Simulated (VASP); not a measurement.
KTaO3 (spin):

```xyz
5
Lattice="3.9883 0.0000 0.0000 0.0000 3.9883 0.0000 0.0000 0.0000 3.9883" Properties=species:S:1:pos:R:3 pbc="T T T"
K     1.9942    1.9942    1.9942
Ta    0.0000    0.0000    0.0000
O     1.9942    0.0000    0.0000
O     0.0000    1.9942    0.0000
O     0.0000    0.0000    1.9942
```

```yaml
Program: VASP 6.6.1
Task: relaxation of cell and atoms
Functional: PBE
Potentials_or_basis: VASP PAW PBE potentials, release 64 (K_sv, Ta_pv, O)
Cutoff: 600 eV
k_mesh: 8 × 8 × 8
Occupations: gaussian, width 0.02 eV
Spin: no spin polarisation
```

At the start: pressure 5.9 GPa; volume 12.69 Å³/atom.

Problem. Where does the relaxation end?

Solution. Over 19 steps the energy falls by 6.8 meV/atom and the volume is 13.07 Å³/atom (+3.0 %); space group Pm-3m (No. 221, to 0.05 Å).

The path:
```
step  energy change (eV)  largest force (eV/Å)  pressure (GPa)  volume (Å³)
   1              0.0000                0.0000            5.90        63.44
   2              0.0186                0.0000           -6.49        67.83
   3             -0.0339                0.0000           -0.05        65.34
   4             -0.0338                0.0000            0.07        65.31
   5             -0.0339                0.0000            0.07        65.31
   6             -0.0339                0.0000            0.07        65.31
   7             -0.0339                0.0000            0.06        65.31
   8             -0.0339                0.0000            0.06        65.31
   9             -0.0339                0.0000            0.06        65.31
  10             -0.0339                0.0000            0.06        65.31
  11             -0.0339                0.0000            0.06        65.31
  12             -0.0339                0.0000            0.06        65.31
  13             -0.0339                0.0000            0.07        65.31
  14             -0.0339                0.0000            0.07        65.31
  15             -0.0339                0.0000            0.07        65.32
  16             -0.0339                0.0000            0.04        65.33
  17             -0.0339                0.0000           -0.03        65.34
  18             -0.0339                0.0000           -0.03        65.33
  19             -0.0339                0.0000           -0.02        65.33
```

Final structure:
```yaml
crystal:
  lattice:
    - [4.02752, 0.00000, 0.00000]
    - [0.00000, 4.02752, 0.00000]
    - [0.00000, 0.00000, 4.02752]
  atoms:
    - { symbol: K, position: [0.50000, 0.50000, 0.50000] }
    - { symbol: Ta, position: [0.00000, 0.00000, 0.00000] }
    - { symbol: O, position: [0.50000, 0.00000, 0.00000] }
    - { symbol: O, position: [0.00000, 0.50000, 0.00000] }
    - { symbol: O, position: [0.00000, 0.00000, 0.50000] }
```
